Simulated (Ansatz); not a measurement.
## LiF: pressure against volume per atom

All results are calculated (Ansatz 0.2.0). Density functional stress and forces at fixed atoms, pressure and stress positive in compression, spin-unpolarised plane waves.

Cell of the first row (space group Fm-3m, No. 225):
```
LiF
1.0
      0.0000     1.9151     1.9151
      1.9151     0.0000     1.9151
      1.9151     1.9151     0.0000
Li F
1 1
Direct
  0.00000 0.00000 0.00000
  0.50000 0.50000 0.50000
```

Settings of every row: periodic directions 3; functional r2SCAN; spin orbit no; potentials PAW; wave cutoff 500 eV; k mesh 10x10x10; smearing width 0 eV.

| row | volume per atom (Å³) | pressure (GPa) |
| --- | --- | --- |
| 1 | 7.024 | 12.33 |
| 2 | 7.245 | 8.62 |
| 3 | 7.358 | 6.94 |
| 4 | 7.472 | 5.37 |
| 5 | 7.71 | 2.44 |
| 6 | 7.941 | 0 |
| 7 | 8.179 | -2.15 |
| 8 | 8.425 | -4.03 |
| 9 | 8.763 | ? |
| 10 | 9.309 | -8.79 |
| 11 | 9.45 | -9.32 |

Question: what pressure should row 9 give?

Worked fit of pressure. Take u = (V_r/V)^(2/3) − 1 with V_r = 7.8255 Å³ an atom, which is twice the finite (Eulerian) strain; such expansions in the strain, on which the Birch-Murnaghan equation of state is built, carry the rest volume and the bulk modulus. The shown rows have u = 0.07469, 0.05273, 0.04192, 0.0313, 0.00996, -0.00972, -0.02903, -0.04802, -0.10928, -0.11817. Least squares give pressure = 1.172 + 123.454 × u + 325.94 × u² + 276.9 × u³ GPa; a parabola predicts inner rows, each left out in turn, worse (root mean square 0.048 against 0.0078 GPa). The rows lie off it by 0.00, -0.01, 0.00, 0.01, 0.01, 0.00, -0.01, 0.01, 0.00, 0.00. The pressure vanishes at u = -0.0097, or V = 7.941 Å³ an atom, and there the bulk modulus with atoms relaxed is B = −V dP/dV = (2/3)(1 + u) dP/du = 77.4 GPa. The withheld row has u = -0.07266, so the fit gives 1.172 + 123.454 × (-0.07266) + 325.94 × (-0.07266)² + 276.9 × (-0.07266)³ = -6.18 GPa.

The calculation gave -6.19 GPa. The fit lies 0.01 GPa (0.046 % of the column's range) above it, one unit of the last digit.
